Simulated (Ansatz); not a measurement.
Crystal: CdTe.

```
Te Cd
1.0
     0.00000    3.20500    3.20500
     3.20500    0.00000    3.20500
     3.20500    3.20500    0.00000
Te Cd
1 1
Direct
  0.75000 0.75000 0.75000
  0.00000 0.00000 0.00000
```

Base run:

| Quantity | Value |
| --- | --- |
| Program | Ansatz 0.2.0 |
| Functional | PBE |
| Potentials or basis | all-electron PAW datasets made for the crystal |
| Cutoff | 270 eV |
| Density cutoff | 1080 eV |
| k mesh | 7 × 7 × 7 |
| Occupations | fixed |
| Spin | no spin polarisation |

Its results: band gap on the k mesh 0.87 eV, direct.

**Question.** The run is repeated on the same cell with these changes: functional from PBE to LDA. What comes out?

**Answer.** Band gap on the k mesh 0.61 eV, direct.

Caveats: the program warned that the printed levels may be off, so bands, gaps and densities of states are rough; spin-orbit coupling is left out, which moves the levels of the heavy elements; an odd mesh through Γ misses points on the zone boundary, where band edges often lie.

Not every run made on this cell is shown here.
